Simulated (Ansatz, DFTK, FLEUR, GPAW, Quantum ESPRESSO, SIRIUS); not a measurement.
# TiSi2: programs and potentials compared

```
CELL_PARAMETERS angstrom
-1.47287 1.71213 4.21208
1.47287 -1.71213 4.21208
1.47287 1.71213 -4.21208
ATOMIC_POSITIONS crystal
Ti 0.00000 0.00000 0.00000
Si 0.67008 0.67008 0.00000
Si 0.32992 0.32992 0.00000
```

The cell comes from a database or a generator and needn't be the stable form of this composition.

Alike in all runs: task single point; functional PBEsol; k mesh 12 × 12 × 12; occupations fermi-dirac, width 0.05 eV; no spin polarisation; no spin-orbit coupling. Pressure is positive in compression and, in plane waves, holds the error of the finite cutoff, which Ansatz's Pulay term estimates and takes out.

| program and potentials | plane-wave cutoff (eV) | notes | band gap (eV) | pressure (GPa) | largest force (eV/Å) |
| --- | --- | --- | --- | --- | --- |
| Ansatz, Ansatz PAW | 420 | potentials made for PBE, which Ansatz adapts in part; Pulay term of +0.03 GPa included | no gap | -3.64 | 0.067 |
| SIRIUS, all-electron FP-LAPW, apw+lo standard | - | - | ? | - | ? |
| Quantum ESPRESSO, GBRV 1.5 PBEsol | 612 | - | no gap | -3.67 | 0.065 |
| FLEUR, all-electron, FLAPW | - | - | no gap | - | 0.065 |
| Ansatz, all-electron LAPW, scalar-relativistic | - | - | no gap | -3.63 | 0.067 |
| GPAW, PAW data sets generated for this functional | 600 | - | no gap | -3.26 | 0.062 |
| DFTK, PseudoDojo SR PBEsol 0.4.1 standard (PBEsol) | 1143 | - | no gap | -3.66 | 0.065 |

Q: Estimate from the other rows what the run with SIRIUS, all-electron FP-LAPW, apw+lo standard gave.

A: No band gap; largest force 0.066 eV/Å. The other rows, which needn't bracket it: pressure -3.67 to -3.26; largest force 0.062 to 0.067.
